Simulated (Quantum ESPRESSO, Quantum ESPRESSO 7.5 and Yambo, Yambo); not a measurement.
**A GW chain in Yambo: BaS (Fm-3m)**

How does a plane-wave GW calculation on BaS (Fm-3m) run from the first input to the gap?

Program: Quantum ESPRESSO 7.5 and Yambo 5.3.0. Level of theory: PBE and many-body steps on it, plane waves. Results are calculated unless marked as measured.

### 1. Set-up

Symmetry: Fm-3m, No. 225, cubic system. Conventional cell: a = 6.388 Å, b = 6.388 Å, c = 6.388 Å, α = 90.00°, β = 90.00°, γ = 90.00°. Ba has 6 S at 3.19 Å nearest. Nearest to S lie 6 Ba at 3.19 Å. Farther neighbours and most contacts between anions are not listed.

The cell and positions come from the Crystallography Open Database and are kept as given unless a step says otherwise. Spin-orbit coupling is left out unless a step names it.

### 2. Ground state

This step: Quantum ESPRESSO 7.5; DFT, PBE, plane waves, norm-conserving pseudopotentials.

The ground-state density comes first.

The input, pw.in:

```
&control
  calculation = 'scf'
  prefix = 'x'
  outdir = 'o'
  pseudo_dir = 'pseudo'
/
&system
  ibrav = 0
  nat = 2
  ntyp = 2
  ecutwfc = 40.0
  nbnd = 13
  force_symmorphic = .true.
/
&electrons
  conv_thr = 1e-10
  electron_maxstep = 80
  mixing_beta = 0.5
/
ATOMIC_SPECIES
  Ba 137.33 Ba.upf
  S 32.06 S.upf
CELL_PARAMETERS angstrom
  0.0000000000 3.1937500000 3.1937500000
  3.1937500000 0.0000000000 3.1937500000
  3.1937500000 3.1937500000 0.0000000000
ATOMIC_POSITIONS crystal
  Ba 0.0000000000 0.0000000000 0.0000000000
  S 0.5000000000 0.5000000000 0.5000000000
K_POINTS automatic
  6 6 6 0 0 0
```

Launch:

```bash
OMP_NUM_THREADS=1 mpirun -n 4 pw.x -nk 4 -in pw.in > pw.out
```

The program printed:

```text
Program PWSCF v.7.5 starts

     This program is part of the open-source Quantum ESPRESSO suite
     for quantum simulation of materials; please cite
         "P. Giannozzi et al., J. Phys.:Condens. Matter 21 395502 (2009);
         "P. Giannozzi et al., J. Phys.:Condens. Matter 29 465901 (2017);
         "P. Giannozzi et al., J. Chem. Phys. 152 154105 (2020);
     in publications or presentations arising from this work. More details at
     Message from routine setup:
     using ibrav=0 with symmetry is DISCOURAGED, use correct ibrav instead

     G-vector sticks info

     bravais-lattice index     =            0
     lattice parameter (alat)  =       8.5352  a.u.
     unit-cell volume          =     439.6725 (a.u.)^3
     number of atoms/cell      =            2
     number of atomic types    =            2
     number of electrons       =        16.00
     number of Kohn-Sham states=           13
     kinetic-energy cutoff     =      40.0000  Ry
     charge density cutoff     =     160.0000  Ry
     scf convergence threshold =      1.0E-10
     mixing beta               =       0.5000
     number of iterations used =            8  plain     mixing
     Exchange-correlation= PBE
                           (   1   4   3   4   0   0   0)

     celldm(1)=   8.535221  celldm(2)=   0.000000  celldm(3)=   0.000000
     celldm(4)=   0.000000  celldm(5)=   0.000000  celldm(6)=   0.000000

     crystal axes: (cart. coord. in units of alat)
               a(1) = (   0.000000   0.707107   0.707107 )
               a(2) = (   0.707107   0.000000   0.707107 )
               a(3) = (   0.707107   0.707107   0.000000 )

     reciprocal axes: (cart. coord. in units 2 pi/alat)
               b(1) = ( -0.707107  0.707107  0.707107 )
               b(2) = (  0.707107 -0.707107  0.707107 )
               b(3) = (  0.707107  0.707107 -0.707107 )
     Pseudo is Norm-conserving + core correction, Zval = 10.0
     Generated using ONCVPSP code by D. R. Hamann
     Using radial grid of 1958 points,  6 beta functions with:
     Pseudo is Norm-conserving + core correction, Zval =  6.0
     Generated using ONCVPSP code by D. R. Hamann
     Using radial grid of 1146 points,  6 beta functions with:
     Ba               10.00   137.33000     Ba( 1.00)
     S                 6.00    32.06000     S ( 1.00)

     48 Sym. Ops., with inversion, found

   Cartesian axes

     site n.     atom                  positions (alat units)
         1        Ba     tau(   1) = (   0.0000000   0.0000000   0.0000000  )
         2        S      tau(   2) = (   0.7071068   0.7071068   0.7071068  )

     number of k points=    16
                       cart. coord. in units 2pi/alat
        k(    1) = (   0.0000000   0.0000000   0.0000000), wk =   0.0092593
        k(    2) = (   0.1178511   0.1178511  -0.1178511), wk =   0.0740741
        k(    3) = (   0.2357023   0.2357023  -0.2357023), wk =   0.0740741
        k(    4) = (  -0.3535534  -0.3535534   0.3535534), wk =   0.0370370
        k(    5) = (   0.2357023   0.0000000  -0.0000000), wk =   0.0555556
        k(    6) = (   0.3535534   0.1178511  -0.1178511), wk =   0.2222222
        k(    7) = (  -0.2357023  -0.4714045   0.4714045), wk =   0.2222222
        k(    8) = (  -0.1178511  -0.3535534   0.3535534), wk =   0.2222222
        k(    9) = (   0.0000000  -0.2357023   0.2357023), wk =   0.1111111
        k(   10) = (   0.4714045   0.0000000  -0.0000000), wk =   0.0555556
     [... 4 further rows ...]
        k(   15) = (  -0.1178511  -0.3535534   0.5892557), wk =   0.2222222
        k(   16) = (  -0.7071068   0.2357023   0.0000000), wk =   0.1111111

     Dense  grid:    15065 G-vectors     FFT dimensions: (  36,  36,  36)

     Initial potential from superposition of free atoms

     starting charge      15.9834, renormalised to      16.0000
     Starting wfcs are    9 randomized atomic wfcs +    4 random wfcs

     per-process dynamical memory:    15.2 Mb

     Self-consistent Calculation

     iteration #  1     ecut=    40.00 Ry     beta= 0.50

     Threshold (ethr) on eigenvalues was too large:
     Diagonalizing with lowered threshold

     total energy              =     -78.52703607 Ry
     estimated scf accuracy    <       0.13333978 Ry

     iteration #  2     ecut=    40.00 Ry     beta= 0.50

     total energy              =     -78.55938847 Ry
     estimated scf accuracy    <       0.01421972 Ry

     iteration #  3     ecut=    40.00 Ry     beta= 0.50

     total energy              =     -78.56237746 Ry
     estimated scf accuracy    <       0.00182084 Ry

     iteration #  4     ecut=    40.00 Ry     beta= 0.50

     total energy              =     -78.56249734 Ry
     estimated scf accuracy    <       0.00006757 Ry

     iteration #  5     ecut=    40.00 Ry     beta= 0.50

     total energy              =     -78.56251801 Ry
     estimated scf accuracy    <       0.00000317 Ry

     iteration #  6     ecut=    40.00 Ry     beta= 0.50

     total energy              =     -78.56251895 Ry
     estimated scf accuracy    <       0.00000010 Ry

     iteration #  7     ecut=    40.00 Ry     beta= 0.50

     total energy              =     -78.56251901 Ry
     estimated scf accuracy    <       0.00000010 Ry

     iteration #  8     ecut=    40.00 Ry     beta= 0.50

     total energy              =     -78.56251903 Ry
     estimated scf accuracy    <          2.7E-09 Ry

     iteration #  9     ecut=    40.00 Ry     beta= 0.50

     total energy              =     -78.56251903 Ry
     estimated scf accuracy    <          1.2E-09 Ry

     iteration # 10     ecut=    40.00 Ry     beta= 0.50

     End of self-consistent calculation

          k = 0.0000 0.0000 0.0000 (  1893 PWs)   bands (ev):

   -20.1604  -5.2015  -5.2015  -5.2015  -4.4385   5.8941   5.8941   5.8941
     9.5199   9.8002   9.8002   9.8002  10.7242

          k = 0.1179 0.1179-0.1179 (  1877 PWs)   bands (ev):

   -20.1493  -5.6545  -5.2111  -5.2111  -3.9635   5.2545   5.5616   5.5616
     9.8309  10.2031  10.2031  10.4902  11.4899

          k = 0.2357 0.2357-0.2357 (  1886 PWs)   bands (ev):

   -20.1270  -6.1533  -5.2301  -5.2301  -3.4164   4.3543   5.0478   5.0478
    10.3729  11.2818  11.2818  11.9451  13.2288

          k =-0.3536-0.3536 0.3536 (  1892 PWs)   bands (ev):

     [... further k-points ...]

     highest occupied, lowest unoccupied level (ev):     5.8941    8.0404

!    total energy              =     -78.56251903 Ry
     estimated scf accuracy    <          4.5E-11 Ry

     The total energy is the sum of the following terms:
     one-electron contribution =      -5.46322319 Ry
     hartree contribution      =       9.19926103 Ry
     xc contribution           =     -19.80724845 Ry
     ewald contribution        =     -62.49130842 Ry

     convergence has been achieved in  10 iterations

     XML data file, charge density, pseudopotentials, collected wavefunctions

=------------------------------------------------------------------------------=
   JOB DONE.
=------------------------------------------------------------------------------=
```

Run time: 2.4 s. Hardware: 4 MPI ranks of Arm Neoverse V2, shared host; peak memory 0.2 GiB.

This step gave:

| Quantity | Value |
| --- | --- |
| total energy | -1068.8975 eV |
| gap | 2.146 eV |
| k of the valence top | 0, 0, 0 |
| k of the conduction bottom | 0, -0.5, -0.5 |
| least direct gap | 2.272 eV |

The gap is indirect, with the least direct gap 0.13 eV higher.

### 3. Bands along the symmetry lines

Levels along a band path, at the cheap level, show where the edges lie and whether the meshes to come will hold them.

The input, pw.in:

```
&control
  calculation = 'bands'
  prefix = 'x'
  outdir = 'o'
  pseudo_dir = 'pseudo'
/
&system
  ibrav = 0
  nat = 2
  ntyp = 2
  ecutwfc = 40.0
  nbnd = 14
  force_symmorphic = .true.
/
&electrons
  conv_thr = 1e-9
  electron_maxstep = 80
  diago_full_acc = .true.
  diago_thr_init = 5e-6
/
ATOMIC_SPECIES
  Ba 137.33 Ba.upf
  S 32.06 S.upf
CELL_PARAMETERS angstrom
  0.0000000000 3.1937500000 3.1937500000
  3.1937500000 0.0000000000 3.1937500000
  3.1937500000 3.1937500000 0.0000000000
ATOMIC_POSITIONS crystal
  Ba 0.0000000000 0.0000000000 0.0000000000
  S 0.5000000000 0.5000000000 0.5000000000
K_POINTS crystal
  50
  0.00000000 0.00000000 0.00000000 1
  0.06250000 0.00000000 0.06250000 1
  0.12500000 0.00000000 0.12500000 1
  0.18750000 0.00000000 0.18750000 1
  0.25000000 0.00000000 0.25000000 1
  0.31250000 0.00000000 0.31250000 1
  0.37500000 0.00000000 0.37500000 1
  0.43750000 0.00000000 0.43750000 1
  0.50000000 0.00000000 0.50000000 1
  0.51562500 0.03125000 0.51562500 1
  0.53125000 0.06250000 0.53125000 1
  0.54687500 0.09375000 0.54687500 1
  0.56250000 0.12500000 0.56250000 1
  0.57812500 0.15625000 0.57812500 1
  0.59375000 0.18750000 0.59375000 1
  0.60937500 0.21875000 0.60937500 1
  0.62500000 0.25000000 0.62500000 1
  0.37500000 0.37500000 0.75000000 1
  0.32812500 0.32812500 0.65625000 1
  0.28125000 0.28125000 0.56250000 1
  0.23437500 0.23437500 0.46875000 1
  0.18750000 0.18750000 0.37500000 1
  0.14062500 0.14062500 0.28125000 1
  0.09375000 0.09375000 0.18750000 1
  0.04687500 0.04687500 0.09375000 1
  0.00000000 0.00000000 0.00000000 1
  0.06250000 0.06250000 0.06250000 1
  0.12500000 0.12500000 0.12500000 1
  0.18750000 0.18750000 0.18750000 1
  0.25000000 0.25000000 0.25000000 1
  0.31250000 0.31250000 0.31250000 1
  0.37500000 0.37500000 0.37500000 1
  0.43750000 0.43750000 0.43750000 1
  0.50000000 0.50000000 0.50000000 1
  0.50000000 0.46875000 0.53125000 1
  0.50000000 0.43750000 0.56250000 1
  0.50000000 0.40625000 0.59375000 1
  0.50000000 0.37500000 0.62500000 1
  0.50000000 0.34375000 0.65625000 1
  0.50000000 0.31250000 0.68750000 1
  0.50000000 0.28125000 0.71875000 1
  0.50000000 0.25000000 0.75000000 1
  0.50000000 0.21875000 0.71875000 1
  0.50000000 0.18750000 0.68750000 1
  0.50000000 0.15625000 0.65625000 1
  0.50000000 0.12500000 0.62500000 1
  0.50000000 0.09375000 0.59375000 1
  0.50000000 0.06250000 0.56250000 1
  0.50000000 0.03125000 0.53125000 1
  0.50000000 0.00000000 0.50000000 1
```

The program printed:

```text
[banner, memory and clock lines left out]
Program PWSCF v.7.5 starts

     Atomic positions and unit cell read from directory:
     o/x.save/

     Message from routine setup:
     using ibrav=0 with symmetry is DISCOURAGED, use correct ibrav instead

     G-vector sticks info

     bravais-lattice index     =            0
     lattice parameter (alat)  =       8.5352  a.u.
     unit-cell volume          =     439.6725 (a.u.)^3
     number of atoms/cell      =            2
     number of atomic types    =            2
     number of electrons       =        16.00
     number of Kohn-Sham states=           14
     kinetic-energy cutoff     =      40.0000  Ry
     charge density cutoff     =     160.0000  Ry
     Exchange-correlation= PBE
                           (   1   4   3   4   0   0   0)

     celldm(1)=   8.535221  celldm(2)=   0.000000  celldm(3)=   0.000000
     celldm(4)=   0.000000  celldm(5)=   0.000000  celldm(6)=   0.000000

     crystal axes: (cart. coord. in units of alat)
               a(1) = (   0.000000   0.707107   0.707107 )
               a(2) = (   0.707107   0.000000   0.707107 )
               a(3) = (   0.707107   0.707107   0.000000 )

     reciprocal axes: (cart. coord. in units 2 pi/alat)
               b(1) = ( -0.707107  0.707107  0.707107 )
               b(2) = (  0.707107 -0.707107  0.707107 )
               b(3) = (  0.707107  0.707107 -0.707107 )
     Pseudo is Norm-conserving + core correction, Zval = 10.0
     Generated using ONCVPSP code by D. R. Hamann
     Using radial grid of 1958 points,  6 beta functions with:
     Pseudo is Norm-conserving + core correction, Zval =  6.0
     Generated using ONCVPSP code by D. R. Hamann
     Using radial grid of 1146 points,  6 beta functions with:
     Ba               10.00   137.33000     Ba( 1.00)
     S                 6.00    32.06000     S ( 1.00)

     48 Sym. Ops., with inversion, found

   Cartesian axes

     site n.     atom                  positions (alat units)
         1        Ba     tau(   1) = (   0.0000000   0.0000000   0.0000000  )
         2        S      tau(   2) = (   0.7071068   0.7071068   0.7071068  )

     number of k points=    50
                       cart. coord. in units 2pi/alat
        k(    1) = (   0.0000000   0.0000000   0.0000000), wk =   0.0400000
        k(    2) = (   0.0000000   0.0883883   0.0000000), wk =   0.0400000
        k(    3) = (   0.0000000   0.1767767   0.0000000), wk =   0.0400000
[...]
[... 38 further rows ...]
        k(   49) = (   0.0441942   0.7071068   0.0000000), wk =   0.0400000
        k(   50) = (   0.0000000   0.7071068   0.0000000), wk =   0.0400000

     Dense  grid:    15065 G-vectors     FFT dimensions: (  36,  36,  36)

     The potential is recalculated from file :
     o/x.save/charge-density

     Starting wfcs are    9 randomized atomic wfcs +    5 random wfcs

     Band Structure Calculation

     End of band structure calculation

          k = 0.0000 0.0000 0.0000 (  1893 PWs)   bands (ev):

   -20.1603  -5.2015  -5.2015  -5.2015  -4.4386   5.8941   5.8941   5.8941
     9.5199   9.8002   9.8002   9.8002  10.7242  10.7242

          k = 0.0000 0.0884 0.0000 (  1881 PWs)   bands (ev):

   -20.1581  -5.3160  -5.2088  -5.2088  -4.3099   5.6592   5.8720   5.8720
     9.6889   9.6905   9.9390   9.9390  10.7584  11.0119

          k = 0.0000 0.1768 0.0000 (  1884 PWs)   bands (ev):

   -20.1517  -5.5206  -5.2297  -5.2297  -4.0769   5.1874   5.8202   5.8202
     9.4101   9.9807  10.3331  10.3331  10.8583  11.8555

          k =-0.0000 0.2652 0.0000 (  1876 PWs)   bands (ev):

[...]
k = 0.0000 0.4419-0.0000 (  1876 PWs)   bands (ev):

[...]
k =-0.0000 0.5303 0.0000 (  1872 PWs)   bands (ev):

[...]
k = 0.0000 0.6187-0.0000 (  1888 PWs)   bands (ev):

[...]
k = 0.4640 0.4640-0.0000 (  1876 PWs)   bands (ev):

[...]
k = 0.3315 0.3315-0.0000 (  1877 PWs)   bands (ev):

[...]
k = 0.3094 0.7071-0.0000 (  1880 PWs)   bands (ev):

[...]
k = 0.2210 0.7071-0.0000 (  1868 PWs)   bands (ev):

[...]
k = 0.1768 0.7071-0.0000 (  1872 PWs)   bands (ev):

[...]
k = 0.0442 0.7071 0.0000 (  1872 PWs)   bands (ev):

   -20.1027  -5.6817  -5.4111  -5.3952  -4.3234   5.3952   5.7246   5.7541
     8.0848  11.8949  12.0066  13.2815  13.4298  13.5451

          k = 0.0000 0.7071 0.0000 (  1868 PWs)   bands (ev):

   -20.1027  -5.6844  -5.3923  -5.3923  -4.3494   5.3961   5.7680   5.7680
     8.0404  11.8616  11.9510  13.4289  13.4289  13.5549

     XML data file, pseudopotentials, collected wavefunctions
```

The job ended after 2.3 s (4 MPI ranks; peak memory 0.18 GiB).

This step gave:

- gap: 2.146 eV
- k of the valence top: 0, 0, 0
- k of the conduction bottom: 0.5, 0, 0.5
- least direct gap: 2.272 eV

The gap is 2.146 eV, as in the run before at this level.

Electronic bands along the path, in eV, zero at the top of the highest filled band; v1 is the highest filled band, c1 the lowest empty one:

```csv
point,v4,v3,v2,v1,c1,c2,c3,c4
Γ,-10.33,0.00,0.00,0.00,3.63,3.91,3.91,3.91
halfway,-9.73,-1.27,-0.16,-0.16,2.83,4.73,5.32,5.76
X,-10.24,-0.50,-0.13,-0.13,2.15,5.97,6.06,7.53
halfway,-10.07,-0.50,-0.40,-0.27,2.48,6.33,6.36,6.88
U,-9.74,-0.92,-0.59,-0.51,3.32,5.97,6.63,6.78
jump to K,-9.74,-0.92,-0.59,-0.51,3.32,5.97,6.63,6.78
halfway,-9.47,-1.38,-0.86,-0.32,4.09,4.74,5.02,5.91
Γ,-10.33,0.00,0.00,0.00,3.63,3.91,3.91,3.91
halfway,-9.56,-1.13,-0.61,-0.61,4.12,4.78,4.78,5.41
L,-9.10,-1.90,-1.06,-1.06,5.58,5.67,6.35,6.35
halfway,-9.40,-1.45,-0.84,-0.76,4.70,4.89,6.69,6.91
W,-9.70,-1.10,-0.47,-0.47,4.30,4.30,6.33,6.90
halfway,-9.95,-0.65,-0.51,-0.29,2.79,6.13,6.18,6.91
X,-10.24,-0.50,-0.13,-0.13,2.15,5.97,6.06,7.53
```

The electronic bands as a text plot (rows in eV, shown from -8.0 to 4.8 only):

```
    4.6 |+ +++++            +++++++++ ++   +++++      ++++++
    4.0 |++++              +    +++++++++++++              +
    3.5 |+ ++             +           ++                    +
    3.0 |    +++         +                                   +
    2.4 |       +++++ +++                                     +++
    1.9 |            +
    1.4 |
    0.8 |
    0.3 |
   -0.2 |***********************************             ********
   -0.8 |  **     ***   *************      ****** *******   **
   -1.3 |    *****         ********         ***  *    ******
   -1.9 |                                      *******
   -2.4 |
   -2.9 |
   -3.5 |
   -4.0 |
   -4.5 |
   -5.1 |
   -5.6 |
   -6.1 |
   -6.7 |
   -7.2 |
   -7.7 |
         Γ           X  U|K            Γ         L        W     X
```

(Continued in part 2 of 3.)

[Paths, hosts, dates, memory and timing lines, banners, echoed tables and standing remarks are left out of the program output.]

[Logs are printed without paths, hosts, clocks, repeated set-up lines and the standing remarks that a program may print on its own settings, such as how far it seeks lower states.]

[Runs of the session that timed out or met a known fault of the program may be left out.]

[Hosts, paths, dates, database ids (printed as entryN), source tags and the programs' standing remarks are cut or masked in the printed files.]
